The row at 2.05 eV looks wrong. Its total density of states is 2.37 states/eV/cell, while the rows on either side have 1.54 and 1.68. Most of the surplus sits in the Ta 5d column, which has been climbing evenly for several electronvolts before it shoots up and falls back. Such a spike points to energy bands that run nearly level.

Rocksalt TaN (a = 4.397 Å, 2 atoms per cell), calculated with Ansatz 0.2.0 using r2SCAN and scalar-relativistic PAW, without spin polarisation, at a 500 eV cutoff and a 16×16×16 k mesh with 0.1 eV Gaussian smearing. The density of states uses tetrahedra on a 24×24×24 mesh and 0.2 eV bins; energies are from the Fermi level, and Löwdin projections are summed over sites.

```
energy (eV)  density of states total (states/eV/cell)  DOS Ta 5d (states/eV/cell)  DOS N 2p (states/eV/cell)  DOS N 2s (states/eV/cell)  DOS Ta 6s (states/eV/cell)
      -7.95                                     0.810                        0.25                        0.5                     0.0100                      0.0400
      -7.55                                     2.490                        0.84                       1.56                     0.0200                      0.0200
      -7.15                                     3.680                        1.12                       2.39                     0.0200                      0.0100
      -6.75                                     1.590                        0.56                       0.98                     0.0100                      0.0000
      -6.35                                     1.100                        0.37                        0.7                     0.0100                      0.0000
      -5.95                                     0.820                        0.25                       0.54                     0.0000                      0.0000
      -5.55                                     0.600                        0.15                       0.43                     0.0000                      0.0000
      -5.15                                     0.270                        0.05                       0.21                     0.0000                      0.0000
      -4.75                                     0.140                        0.04                        0.1                     0.0000                      0.0000
      -4.35                                     0.140                        0.06                       0.07                     0.0000                      0.0000
      -3.95                                     0.160                         0.1                       0.06                     0.0000                      0.0000
      -3.55                                     0.220                        0.15                       0.07                     0.0000                      0.0000
      -3.15                                     0.280                         0.2                       0.08                     0.0000                      0.0000
      -2.75                                     0.340                        0.25                       0.08                     0.0000                      0.0000
      -2.35                                     0.420                        0.32                       0.09                     0.0000                      0.0000
      -1.95                                     0.510                         0.4                        0.1                     0.0000                      0.0000
      -1.55                                     0.570                        0.44                       0.11                     0.0100                      0.0100
      -1.15                                     0.620                        0.48                       0.11                     0.0100                      0.0100
      -0.75                                     0.670                        0.52                       0.12                     0.0100                      0.0100
      -0.35                                     0.760                         0.6                       0.13                     0.0100                      0.0100
       0.05                                     0.770                        0.61                       0.12                     0.0100                      0.0100
       0.45                                     0.880                        0.71                       0.12                     0.0100                      0.0100
       0.85                                     0.980                         0.8                       0.13                     0.0100                      0.0200
       1.25                                     1.210                           1                       0.15                     0.0200                      0.0200
       1.65                                     1.540                        1.27                       0.19                     0.0300                      0.0300
       2.05                                     2.370                        1.92                       0.32                     0.0500                      0.0500
       2.45                                     1.680                        1.38                       0.18                     0.0500                      0.0400
       2.85                                     1.500                        1.23                       0.15                     0.0600                      0.0500
       3.25                                     1.700                        1.39                       0.15                     0.0800                      0.0600
       3.65                                     0.860                        0.55                       0.11                     0.1000                      0.0700
       4.05                                     0.860                        0.48                       0.12                     0.1300                      0.0900
       4.45                                     1.040                        0.55                       0.14                     0.1800                      0.1000
       4.85                                     1.190                        0.55                       0.17                     0.2000                      0.1200
       5.25                                     1.300                        0.62                       0.21                     0.1600                      0.1300
       5.65                                     0.680                        0.33                       0.15                     0.0500                      0.0900
```

A chain of equally spaced atoms, each with one orbital, shows the principle. Its band is steep in the middle and level at both ends. Equal steps in wave number k hold equal numbers of states, so where the band is steep these states are spread over a wide range of energy, and where it is level they crowd together. In the chain the density of states grows without limit at the band ends; in a three-dimensional crystal a band is usually level in every direction only at single points, with few states around each, and what remains is a finite kink or edge, or a peak where several of them lie close together. These features are called van Hove singularities.

From −7.95 to −5.15 eV the states are mainly N 2p with a good share of Ta 5d, the bonding states between metal and nitrogen. The row at −7.15 eV stands out with a total 1.8 times the mean of its two neighbours. The band energies of the same calculation show a reason. At the point X, the middle of a square face of the Brillouin zone, the lowest of these bands lies at −7.09 eV, and over five k steps sideways along the face it shifts by only 0.03 eV. A whole stretch of that band therefore falls within the 0.2 eV over which this row is averaged.

At −4.75 and −4.35 eV the total sinks to 0.14 states/eV/cell, the lowest in the table. This is a pseudogap, a thinning of states between the bonding bands and the mainly Ta 5d bands above. It does not become a true gap because the two sets overlap in energy: a d-like band comes down to −5.60 eV at X, while the N 2p-like states at Γ, the centre of the zone, reach up to −4.15 eV.

From −3.95 to 0.05 eV the Ta 5d column grows almost in a straight line. To see how this can come about, take the limiting case of a band whose slope s is the same everywhere, with constant-energy surfaces shaped like tubes of fixed length L. Let E be the energy from the Fermi level, E₀ the energy at which the tube has shrunk to a line, r its radius in k space and g the density of states, which is proportional to the surface area divided by the slope:

r = (E − E₀) / s

g ∝ 2πrL / s = 2πL (E − E₀) / s²

The density of states then grows in proportion to E − E₀. An ordinary parabolic band in three dimensions would instead give a square root, steep at first and then flattening.

The bands support part of this picture. Two of the Ta 5d bands, belonging to the orbitals that point between the nitrogen neighbours (the t2g set), rise together from Γ to X. Between about −1.0 and 1.7 eV they climb by 0.65 to 0.69 eV in every k step, so their slope is nearly constant. That is one direction, and it covers only the top of the straight stretch. The third t2g band shows a limit of the picture: it falls all the way from Γ to X, so in the lower part of the stretch the surfaces around X still grow longer as the energy rises, and L is not fixed. The straight line probably comes from surfaces that grow both longer and wider, not from ideal tubes.

A least-squares line through the Ta 5d values of the eleven rows from −3.95 to 0.05 eV gives, in states/eV/cell with E in eV,

g = 0.63 + 0.134 E

and misses them by 0.015 states/eV/cell (root mean square). A square-root curve that starts at −5.60 eV, the d-like level at X, with its height fitted to the same rows, misses by 0.10. The contest is not quite even: the curve has one fitted number where the line has two, and its start is no true band bottom, since the band sinks further when one leaves X sideways. The line reaches zero at about −4.7 eV, but this is no band edge, since d-like states exist below it. It serves as a ruler for the rows above.

The Fermi level lies on this smooth climb, and at 0.05 eV Ta 5d supplies about 79 % of the total. Taking each row from −4.35 to −0.35 eV as 0.4 eV wide gives 1.9 electrons above the pseudogap. That fits simple counting: of the ten valence electrons of TaN, eight fill the states up to the pseudogap and two go into the metal bands. With the same bands and two electrons fewer, the Fermi level would drop into the pseudogap, which is the known situation of TiC. A small change in electron count therefore moves the Fermi level along a gentle slope. Nitrogen vacancies, common in real rocksalt TaN, also alter the bands themselves.

Just above the Fermi level the line still holds well, although the second group of d orbitals, those pointing at the nitrogen atoms (the e_g set), enters at Γ from 0.18 eV. The climb steepens visibly from 1.25 eV. At 2.05 eV, a row outside the fit, the line gives

0.63 + 0.134 × 2.05 ≈ 0.90 states/eV/cell

whereas the calculation has 1.92, about twice as much.

Part of the rise can be traced to X. A band of the e_g set levels off there, about 0.2 eV above the energy of this row, when approached from Γ, but rises again when one leaves X sideways. This is a saddle: a top in one direction and a bottom in the two others. Below such a point the density of states climbs steeply; above it the climb stops, but no fall follows. The saddle can therefore explain part of the rise towards 2.05 eV, but not the drop to 1.38 at 2.45 eV. That drop needs a band top, or a saddle of the opposite kind, elsewhere in the zone. The stretch examined here, from Γ to X and a little way beyond, does not show where. Because the rows stand 0.4 eV apart, the true maximum may also be higher and slightly displaced.

From 2.45 to 3.25 eV the Ta 5d values stay above the line, and then they fall from 1.39 to 0.55 at 3.65 eV. Here the same pair of t2g bands that climbed so steadily comes to rest. Its last k step before X adds only 0.02 eV, and it reaches its top there at 3.57 eV. Around a simple top in a three-dimensional crystal there are few states, so its end would hardly show in the table. Here, however, the pair also sinks only slowly when one leaves X sideways, so many states crowd just below the top, and above it they cease. This can explain both the last high row and the drop, provided that the pair rises no higher elsewhere in the zone. Spin–orbit coupling, absent here and appreciable for Ta 5d, would split the pair at X and could turn the single edge into two smaller ones.

Above the edge the line has lost its basis, because the bands that made the climb seem to have largely ended. At 3.65 eV it already predicts twice the calculated Ta 5d value. The states that follow have a different make-up: at 4.85 eV N 2s contributes 0.20 states/eV/cell, against 0.01 at the Fermi level. The rule to carry to a related metal is to follow the slopes of its bands: steady slopes give a smooth density of states, level stretches give peaks, and a broad, nearly level band top gives a sharp drop.
